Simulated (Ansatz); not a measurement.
# Au(100) / 3 layers Pt(100) / Au(100): resistance against film thickness, part 2 of 3

How does the resistance across the layers grow with the film in Au(100) / 3 layers Pt(100) / Au(100)?

Ansatz 0.2.0; Ansatz plane-wave DFT, PBEsol, PAW files; ballistic transport by layer matching (Landauer), zero bias.

So far. Step 2 (With 3 layers): The lead's potential steps by 9.6 meV from period to period, small in itself. The program estimates the junction's conductance to 5.2 % from the k-mesh, 2.3 % from the leads' distance from neutral and 5.4 % from their steps.

### Step 3. With 5 layers, k-mesh 13×13×1, film layers 5

The stack now holds 5 film layers; the k-mesh follows the cell, and the energies span -0.27 to 0.27 eV.

System of this step: Au(100) / 5 layers Pt(100) / Au(100). The cell holds 13 atoms: 8 Au and 5 Pt. Cell: a = 2.884 Å, b = 2.884 Å, c = 25.461 Å, α = 86.8°, β = 86.8°, γ = 90.0°. It derives from Au and Pt. Regions: lead, 8 atoms (8 Au); films, 5 atoms (5 Pt). The structure is stacked along c, and the current runs across the ab planes.

The input, input.yaml:

```yaml
crystal:
  lattice:
    - [2.8837582304, 0.0, 0.0]
    - [0.0, 2.8837582304, 0.0]
    - [1.4418791152, 1.4418791152, 25.379687464]
  atoms:
    - { symbol: Au, position: [0.979913809, 0.979913809, 0.040172382] }
    - { symbol: Au, position: [0.439741427, 0.439741427, 0.120517146] }
    - { symbol: Au, position: [0.899569045, 0.899569045, 0.20086191] }
    - { symbol: Au, position: [0.359396663, 0.359396663, 0.281206674] }
    - { symbol: Pt, position: [0.8214483776, 0.8214483776, 0.3571032448] }
    - { symbol: Pt, position: [0.2857241888, 0.2857241888, 0.4285516224] }
    - { symbol: Pt, position: [0.75, 0.75, 0.5] }
    - { symbol: Pt, position: [0.2142758112, 0.2142758112, 0.5714483776] }
    - { symbol: Pt, position: [0.6785516224, 0.6785516224, 0.6428967552] }
    - { symbol: Au, position: [0.140603337, 0.140603337, 0.718793326] }
    - { symbol: Au, position: [0.600430955, 0.600430955, 0.79913809] }
    - { symbol: Au, position: [0.060258573, 0.060258573, 0.879482854] }
    - { symbol: Au, position: [0.520086191, 0.520086191, 0.959827618] }
kpoints:
  mp_grid: { grid: [13, 13, 1] }
hamiltonian:
  xc: pbesol
scf:
  occupations: { method: fermi_dirac, width: 0.1 }
output:
  transmission:
    leads: [[0, 1]]
    kmesh: [26, 26]
    e_range: [-0.27, 0.27]
    de: 0.036
  write_potential: true
  write_density: true
  volumetric_format: npy
```

The run is started by

```console
ansatz run input.yaml --threads 4 --pin off --max-ram 8192MiB --backend cpu --events-out ev --progress --plain --runs-dir out
```

Numbers of over 12 decimals in the logs are rounded to 6 here.

Output:

```text
[...]
Crystal: 13 atoms, lattice volume = 211.059 Å³
Basis set: ecut = 420 eV, 4113 PW (Γ)
Bands: 146, of which v1, the nominal top of the filled ones, is band 121 counted from 1 (120 counted from 0)
Symmetry: 4 space group operations
k-points: 49 of 169
[...]
--- Transmission ---
  basis      : 69 plane waves across, 42 finite elements along
  points     : 183, standing for a mesh of 26 x 26
[...]
filled         : 18.7 meV over the level at which it is neutral
    channels       : 9.541420e-1 a spin
[...]
slowest decay  : 0.0591 /Å at (0.5000, 0.2308)
  junction   : crystal 0 to crystal 0, 0.70 to 24.04 Å
    transmission   : 6.694735e-1 a spin
[...]
resistance     : 4.8487e-4 Ω µm² beyond half of each lead's own
[key lines of the parts left out:]
SCF converged after 9 iterations
Free energy (F): -165975.840016 eV
Fermi energy:    21.481233 eV
```

Run time: 1.9 min. Hardware: 4 threads of Arm Neoverse V2, shared host; peak memory 1.5 GiB.

Numbers from this step:

| Item | Value |
| --- | --- |
| free energy | -165975.8400 eV |
| energy at zero smearing | -165975.6957 eV |
| Fermi energy | 21.48 eV |
| step of the lead's potential | 12 meV |
| estimated errors of the lead's conductance | 0, 5, 0.4 % (band edges, k-mesh, distance from neutral) |
| lead conductance per cell | 0.9486 G₀ |
| conductance of the junction | 6.19e14 S/m² |
| junction conductance per cell | 0.6640 G₀ |
| estimated errors of the junction's conductance | 0.3, 0, 5.5, 5.6, 0.8 % (energy step, band edges, k-mesh, leads' steps, distance from neutral) |
| area resistance that the stack adds (contact term taken off, spin by spin) | 0.4849 fΩ m² |

Per spin. Table of transmission, zone mean by energy, zero at the Fermi level:

```
energy (eV)  transmission, zone mean
     -0.270                    0.630
     -0.234                    0.650
     -0.198                    0.663
     -0.162                    0.641
     -0.126                    0.622
     -0.090                    0.631
     -0.054                    0.652
     -0.018                    0.656
      0.018                    0.669
      0.054                    0.691
      0.090                    0.688
      0.126                    0.701
      0.162                    0.700
      0.198                    0.715
      0.234                    0.706
      0.270                    0.748
```

The conductance of the junction is 6.2e14 S/m², 4.8 % over the 5.9e14 S/m² of the last finished run, within the error estimates, leads' steps apart, of 5.2 and 5.5 %.

### Step 4. With 6 layers, k-mesh 13×13×1, film layers 6

The stack now holds 6 film layers; the k-mesh follows the cell, and the energies span -0.27 to 0.27 eV.

System of this step: Au(100) / 6 layers Pt(100) / Au(100). The cell holds 14 atoms: 8 Au and 6 Pt. Its edges and angles: a = 2.884 Å, b = 2.884 Å, c = 27.193 Å, α = 90.0°, β = 90.0°, γ = 90.0°. It derives from Au and Pt. Regions: lead, 8 atoms (8 Au); films, 6 atoms (6 Pt). The structure is stacked along c, and the current runs across the ab planes.

input.yaml, the sections that differ from step 3:

```yaml
crystal:
  lattice:
    - [2.8837582304, 0.0, 0.0]
    - [0.0, 2.8837582304, 0.0]
    - [0.0, 0.0, 27.1930249568]
  atoms:
    - { symbol: Au, position: [0.0, 0.0, 0.0374935301] }
    - { symbol: Au, position: [0.5, 0.5, 0.1124805903] }
    - { symbol: Au, position: [0.0, 0.0, 0.1874676505] }
    - { symbol: Au, position: [0.5, 0.5, 0.2624547108] }
    - { symbol: Pt, position: [0.0, 0.0, 0.3332902007] }
    - { symbol: Pt, position: [0.5, 0.5, 0.3999741204] }
    - { symbol: Pt, position: [0.0, 0.0, 0.4666580401] }
    - { symbol: Pt, position: [0.5, 0.5, 0.5333419599] }
    - { symbol: Pt, position: [0.0, 0.0, 0.6000258796] }
    - { symbol: Pt, position: [0.5, 0.5, 0.6667097993] }
    - { symbol: Au, position: [0.0, 0.0, 0.7375452892] }
    - { symbol: Au, position: [0.5, 0.5, 0.8125323495] }
    - { symbol: Au, position: [0.0, 0.0, 0.8875194097] }
    - { symbol: Au, position: [0.5, 0.5, 0.9625064699] }
# kpoints, hamiltonian, scf, output: as in step 3
```

Output:

```text
[...]
Crystal: 14 atoms, lattice volume = 226.139 Å³
Basis set: ecut = 420 eV, 4407 PW (Γ)
Bands: 156, of which v1, the nominal top of the filled ones, is band 130 counted from 1 (129 counted from 0)
Symmetry: 16 space group operations
[...]
k-points: 28 of 169
[...]
--- Transmission ---
  basis      : 69 plane waves across, 45 finite elements along
  points     : 105, standing for a mesh of 26 x 26
[...]
filled         : 18.8 meV over the level at which it is neutral
    channels       : 9.541420e-1 a spin
[...]
slowest decay  : 0.0593 /Å at (0.5000, 0.2308)
  junction   : crystal 0 to crystal 0, 0.70 to 25.85 Å
    transmission   : 7.089586e-1 a spin
[...]
resistance     : 4.5941e-4 Ω µm² beyond half of each lead's own
[key lines of the parts left out:]
SCF converged after 9 iterations
Free energy (F): -178359.630352 eV
Fermi energy:    21.588987 eV
```

The job ended after 73 s (4 threads; peak memory 1.3 GiB; 4.5 min of CPU time).

This step gave:

```yaml
free_energy: -178359.6304 eV
energy_at_zero_smearing: -178359.4487 eV
fermi_energy: 21.59 eV
step_of_the_lead_s_potential: 12.6 meV
conductance_of_the_junction: 6.29e14 S/m²
junction_conductance_per_cell: 0.6747 G₀
estimated_errors_of_the_junction_s_conductance: 0.3, 0, 5.1, 5.7, 1.7 % (energy step, band edges, k-mesh, leads' steps, distance from neutral)
area_resistance_that_the_stack_adds_contact_term_taken_off_spin_by_spin: 0.4594 fΩ m²
```

Per spin. The transmission, zone mean by energy, zero at the Fermi level:

```
energy (eV)  transmission, zone mean
     -0.270                    0.595
     -0.234                    0.618
     -0.198                    0.643
     -0.162                    0.637
     -0.126                    0.633
     -0.090                    0.628
     -0.054                    0.622
     -0.018                    0.667
      0.018                    0.709
      0.054                    0.692
      0.090                    0.681
      0.126                    0.710
      0.162                    0.716
      0.198                    0.712
      0.234                    0.744
      0.270                    0.761
```

The conductance of the junction is 6.3e14 S/m², 1.6 % over the 6.2e14 S/m² of the last finished run, within the error estimates, leads' steps apart, of 5.5 and 5.1 %.

### Step 5. With 8 layers, k-mesh 13×13×1, film layers 8

The stack now holds 8 film layers; the k-mesh follows the cell, and the energies span -0.27 to 0.27 eV.

System of this step: Au(100) / 8 layers Pt(100) / Au(100). The cell holds 16 atoms: 8 Au and 8 Pt. Its edges and angles: a = 2.884 Å, b = 2.884 Å, c = 30.820 Å, α = 90.0°, β = 90.0°, γ = 90.0°. It derives from Au and Pt. Regions: lead, 8 atoms (8 Au); films, 8 atoms (8 Pt). The structure is stacked along c, and the current runs across the ab planes.

input.yaml, the sections that differ from step 4:

```yaml
crystal:
  lattice:
    - [2.8837582304, 0.0, 0.0]
    - [0.0, 2.8837582304, 0.0]
    - [0.0, 0.0, 30.8196999424]
  atoms:
    - { symbol: Au, position: [0.0, 0.0, 0.0330815193] }
    - { symbol: Au, position: [0.5, 0.5, 0.099244558] }
    - { symbol: Au, position: [0.0, 0.0, 0.1654075967] }
    - { symbol: Au, position: [0.5, 0.5, 0.2315706354] }
    - { symbol: Pt, position: [0.0, 0.0, 0.2940706354] }
    - { symbol: Pt, position: [0.5, 0.5, 0.3529075967] }
    - { symbol: Pt, position: [0.0, 0.0, 0.411744558] }
    - { symbol: Pt, position: [0.5, 0.5, 0.4705815193] }
    - { symbol: Pt, position: [0.0, 0.0, 0.5294184807] }
    - { symbol: Pt, position: [0.5, 0.5, 0.588255442] }
    - { symbol: Pt, position: [0.0, 0.0, 0.6470924033] }
    - { symbol: Pt, position: [0.5, 0.5, 0.7059293646] }
    - { symbol: Au, position: [0.0, 0.0, 0.7684293646] }
    - { symbol: Au, position: [0.5, 0.5, 0.8345924033] }
    - { symbol: Au, position: [0.0, 0.0, 0.900755442] }
    - { symbol: Au, position: [0.5, 0.5, 0.9669184807] }
# kpoints, hamiltonian, scf, output: as in step 4
```

Output:

```text
[...]
Crystal: 16 atoms, lattice volume = 256.299 Å³
Basis set: ecut = 420 eV, 4987 PW (Γ)
Bands: 178, of which v1, the nominal top of the filled ones, is band 148 counted from 1 (147 counted from 0)
Symmetry: 16 space group operations
[...]
k-points: 28 of 169
[...]
--- Transmission ---
  basis      : 69 plane waves across, 53 finite elements along
  points     : 105, standing for a mesh of 26 x 26
[...]
filled         : 14.7 meV over the level at which it is neutral
    channels       : 9.541420e-1 a spin
[...]
slowest decay  : 0.0652 /Å at (0.5000, 0.2308)
  junction   : crystal 0 to crystal 0, 0.70 to 29.48 Å
    transmission   : 6.240808e-1 a spin
[...]
resistance     : 5.7178e-4 Ω µm² beyond half of each lead's own
[key lines of the parts left out:]
SCF converged after 9 iterations
Free energy (F): -203127.274933 eV
Fermi energy:    21.776793 eV
```

Run time: 92 s. Hardware: 4 threads; peak memory 1.6 GiB; 5.6 min of CPU time.

Numbers from this step:

- free energy: -203127.2749 eV
- energy at zero smearing: -203127.0405 eV
- Fermi energy: 21.78 eV
- step of the lead's potential: 11.9 meV
- ballistic conductance of the lead: 8.83e14 S/m²
- estimated errors of the lead's conductance: 0, 5, 0.3 % (band edges, k-mesh, distance from neutral)
- lead conductance per cell: 0.9477 G₀
- conductance of the junction: 5.87e14 S/m²
- junction conductance per cell: 0.6298 G₀
- estimated errors of the junction's conductance: 0.1, 0, 7.3, 6.6, 0.8 % (energy step, band edges, k-mesh, leads' steps, distance from neutral)
- area resistance that the stack adds (contact term taken off, spin by spin): 0.5718 fΩ m²

Per spin. Table of transmission, zone mean by energy, zero at the Fermi level:

```
energy (eV)  transmission, zone mean
     -0.270                    0.624
     -0.234                    0.628
     -0.198                    0.643
     -0.162                    0.632
     -0.126                    0.618
     -0.090                    0.655
     -0.054                    0.609
     -0.018                    0.607
      0.018                    0.624
      0.054                    0.665
      0.090                    0.701
      0.126                    0.701
      0.162                    0.707
      0.198                    0.693
      0.234                    0.717
      0.270                    0.746
```

The conductance of the junction is 5.9e14 S/m², 6.7 % under the 6.3e14 S/m² of the last finished run, within the error estimates, leads' steps apart, of 5.1 and 7.3 %.

### Step 6. With 10 layers, k-mesh 13×13×1, film layers 10

The stack now holds 10 film layers; the k-mesh follows the cell, and the energies span -0.27 to 0.27 eV.

System of this step: Au(100) / 10 layers Pt(100) / Au(100). The cell holds 18 atoms: 8 Au and 10 Pt. Its edges and angles: a = 2.884 Å, b = 2.884 Å, c = 34.446 Å, α = 90.0°, β = 90.0°, γ = 90.0°. It derives from Au and Pt. Regions: lead, 8 atoms (8 Au); films, 10 atoms (10 Pt). The structure is stacked along c, and the current runs across the ab planes.

input.yaml, the sections that differ from step 5:

```yaml
crystal:
  lattice:
    - [2.8837582304, 0.0, 0.0]
    - [0.0, 2.8837582304, 0.0]
    - [0.0, 0.0, 34.446374928]
  atoms:
    - { symbol: Au, position: [0.0, 0.0, 0.0295985427] }
    - { symbol: Au, position: [0.5, 0.5, 0.0887956282] }
    - { symbol: Au, position: [0.0, 0.0, 0.1479927136] }
    - { symbol: Au, position: [0.5, 0.5, 0.2071897991] }
    - { symbol: Pt, position: [0.0, 0.0, 0.2631095076] }
    - { symbol: Pt, position: [0.5, 0.5, 0.3157518393] }
    - { symbol: Pt, position: [0.0, 0.0, 0.3683941709] }
    - { symbol: Pt, position: [0.5, 0.5, 0.4210365025] }
    - { symbol: Pt, position: [0.0, 0.0, 0.4736788342] }
    - { symbol: Pt, position: [0.5, 0.5, 0.5263211658] }
    - { symbol: Pt, position: [0.0, 0.0, 0.5789634975] }
    - { symbol: Pt, position: [0.5, 0.5, 0.6316058291] }
    - { symbol: Pt, position: [0.0, 0.0, 0.6842481607] }
    - { symbol: Pt, position: [0.5, 0.5, 0.7368904924] }
    - { symbol: Au, position: [0.0, 0.0, 0.7928102009] }
    - { symbol: Au, position: [0.5, 0.5, 0.8520072864] }
    - { symbol: Au, position: [0.0, 0.0, 0.9112043718] }
    - { symbol: Au, position: [0.5, 0.5, 0.9704014573] }
# kpoints, hamiltonian, scf, output: as in step 5
```

Output:

```text
[...]
Crystal: 18 atoms, lattice volume = 286.458 Å³
Basis set: ecut = 420 eV, 5583 PW (Γ)
Bands: 200, of which v1, the nominal top of the filled ones, is band 166 counted from 1 (165 counted from 0)
Symmetry: 16 space group operations
[...]
k-points: 28 of 169
[...]
--- Transmission ---
  basis      : 69 plane waves across, 59 finite elements along
  points     : 105, standing for a mesh of 26 x 26
[...]
filled         : 10.4 meV over the level at which it is neutral
    channels       : 9.541420e-1 a spin
[...]
slowest decay  : 0.0709 /Å at (0.5000, 0.2308)
  junction   : crystal 0 to crystal 0, 0.70 to 33.11 Å
    transmission   : 6.708298e-1 a spin
[...]
resistance     : 4.8252e-4 Ω µm² beyond half of each lead's own
[key lines of the parts left out:]
SCF converged after 9 iterations
Free energy (F): -227894.895890 eV
Fermi energy:    21.923930 eV
```

It took 1.8 min on 4 threads; peak memory 1.9 GiB; 6.5 min of CPU time.

Numbers from this step:

| Item | Value |
| --- | --- |
| free energy | -227894.8959 eV |
| energy at zero smearing | -227894.6120 eV |
| Fermi energy | 21.92 eV |
| step of the lead's potential | 10.3 meV |
| ballistic conductance of the lead | 8.82e14 S/m² |
| estimated errors of the lead's conductance | 0, 5, 0.2 % (band edges, k-mesh, distance from neutral) |
| lead conductance per cell | 0.9469 G₀ |
| conductance of the junction | 6.19e14 S/m² |
| junction conductance per cell | 0.6641 G₀ |
| estimated errors of the junction's conductance | 0.1, 0, 5.4, 6.1, 0.1 % (energy step, band edges, k-mesh, leads' steps, distance from neutral) |
| area resistance that the stack adds (contact term taken off, spin by spin) | 0.4825 fΩ m² |

Per spin. Table of transmission, zone mean by energy, zero at the Fermi level:

```
energy (eV)  transmission, zone mean
     -0.270                    0.621
     -0.234                    0.607
     -0.198                    0.605
     -0.162                    0.621
     -0.126                    0.662
     -0.090                    0.665
     -0.054                    0.678
     -0.018                    0.668
      0.018                    0.671
      0.054                    0.652
      0.090                    0.658
      0.126                    0.661
      0.162                    0.704
      0.198                    0.721
      0.234                    0.710
      0.270                    0.748
```

The conductance of the junction is 6.2e14 S/m², 5.5 % over the 5.9e14 S/m² of the last finished run, within the error estimates, leads' steps apart, of 7.3 and 5.4 %.

[end of part 2 of 3]

[Logs are printed without paths, hosts, clocks, repeated set-up lines and the standing remarks that a program may print on its own settings, such as how far it seeks lower states.]

[Hosts, paths, dates, database ids (printed as entryN), source tags and the programs' standing remarks are cut or masked in the printed files.]
